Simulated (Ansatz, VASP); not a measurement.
# AlN: VASP beside Ansatz

```
Al N
1.0
     3.31212    0.00000    0.00000
    -1.65606    2.86838    0.00000
     0.00000    0.00000    4.25736
Al N
2 2
Cartesian
  0.0000 1.9123 3.1930
  1.6561 0.9561 1.0643
  0.0000 1.9123 1.0643
  1.6561 0.9561 3.1930
```

Measurements of this composition are mostly on another form, of space group No. 186.

Alike in both runs: task single point; functional PBEsol; k mesh 12 × 12 × 6; occupations gaussian, width 0.02 eV; no spin polarisation.

```csv
,VASP,Ansatz
version,VASP 6.6.1,Ansatz 0.2.0
potentials or method,"VASP PAW PBE potentials, release 64 (Al, N)","plane waves, PAW"
plane-wave cutoff (eV),520,520
valence electrons in the cell,16,16
```

|  | VASP | Ansatz | Ansatz less VASP |
| --- | --- | --- | --- |
| pressure (GPa) | -6.2 | -6.1 | +0.08 |
| largest component of the traceless stress (GPa) | 1.88 | 1.85 | -0.034 |

The functional is the same, so the differences come from potentials, cutoffs and numerics.

Caveats: the PAW data sets were made with another functional, which shifts forces and pressure a little (VASP). A k mesh can miss the band edges.
